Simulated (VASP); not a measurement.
A run of VASP 6.6.1 is set up as follows.

File INCAR:

```
SYSTEM = AgBr
  ALGO = Normal
  EDIFF = 1E-6
  ENCUT = 520
  GGA = PE
  ISIF = 2
  ISMEAR = 0
  LASPH = .True.
  LCHARG = .False.
  LREAL = .False.
  LWAVE = .False.
  NBANDS = 16
  NELM = 100
  PREC = Accurate
  SIGMA = 0.02
```

File KPOINTS:

```
k-points
0
Gamma
  8 8 8
  0 0 0
```

POSCAR

```
AgBr
1.0
    0.0000000000      2.9216612883      2.9216612883
    2.9216612883      0.0000000000      2.9216612883
    2.9216612883      2.9216612883      0.0000000000
Ag Br
1 1
Direct
    0.0000000000      0.0000000000      0.0000000000
    0.5000000000      0.5000000000      0.5000000000
```

Potentials or basis: VASP PAW PBE potentials, release 64 (Ag, Br).

Command:

```sh
$ cat potpaw_PBE.64/Ag/POTCAR potpaw_PBE.64/Br/POTCAR > POTCAR
$ mpirun -np 1 vasp_std > vasp.out
```

Question: What does it give for the pressure?

Answer: -0.1 GPa.

Question: What does it give for the band gap on the k mesh?

Answer: 0.69 eV, indirect (least direct gap 2.43 eV).

A k mesh can miss the band edges. A hybrid or GW would open this gap; PBE tends to underestimate it.
